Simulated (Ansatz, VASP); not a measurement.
## One calculation of Al2Cu, two programs

The input INCAR:

```
  ALGO = Fast
  EDIFF = 1E-6
  ENCUT = 520
  GGA = PE
  ISIF = 2
  ISMEAR = 0
  LASPH = True
  LCHARG = True
  LELF = True
  LREAL = False
  LVHAR = True
  LWAVE = False
  NBANDS = 16
  NELM = 100
  PREC = Accurate
  SIGMA = 0.15
```

File KPOINTS:

```
k-points
0
Gamma
  10 10 14
```

Contents of POSCAR:

```
Al2Cu
1.0
    3.9563161217      0.0000000000      0.0000000000
    0.0000000000      3.9563161217      0.0000000000
    0.0000000000      0.0000000000      2.8847334069
Al Cu
2 1
Direct
    0.5000000000      0.0078152784      0.5000000000
    0.0000000000      0.4655437038      0.5000000000
    0.0000000000      0.0113117371      0.0000000000
```

Input for Ansatz:

```yaml
crystal:
  lattice:
    - [3.9563161217, 0.0, 0.0]
    - [0.0, 3.9563161217, 0.0]
    - [0.0, 0.0, 2.8847334069]
  atoms:
    - { symbol: Al, position: [0.5, 0.0078152784, 0.5] }
    - { symbol: Al, position: [0.0, 0.4655437038, 0.5] }
    - { symbol: Cu, position: [0.0, 0.0113117371, 0.0] }
basis:
  ecutwfc: 520.0
kpoints:
  mp_grid: { grid: [10, 10, 14] }
hamiltonian:
  xc: pbe
  pseudopotentials: { kind: paw, azcp: { folder: soft_1 } }
scf:
  occupations: { method: gaussian, width: 0.15 }
output:
  forces: true
  stress: true
  eigenvalues: true
```

Change from the starting cell: mode 9 frozen in at -0.142 Å, equal normal strain along x and y -0.0400.

Alike in both runs: task single point; functional PBE; k mesh 10 × 10 × 14; occupations gaussian, width 0.15 eV; no spin polarisation.

|  | VASP | Ansatz |
| --- | --- | --- |
| version | VASP 6.6.1 | Ansatz 0.2.0 |
| potentials or method | VASP PAW PBE potentials, release 64 (Al, Cu) | scalar-relativistic, plane waves, PAW |
| plane-wave cutoff (eV) | 520 | 520 |
| valence electrons in the cell | 17 | 25 |

```csv
,VASP,Ansatz,Ansatz less VASP
gap on the k mesh at the Fermi level (eV),none,none,-
pressure (GPa),11.6,11.0,-0.65
largest component of the traceless stress (GPa),2.93,2.97,+0.041
rms of the force components (eV/Å),0.937,0.935,-0.0017
```

Atom by atom the forces differ by 0.002 eV/Å (rms over components). A gap of «none» marks a metal or a gap that the smearing closes. The two sets of potentials don't hold the same shells in valence.

Caveats: forces of over 1 eV/Å show positions far from the minimum, so gaps and moduli don't describe the material at rest.
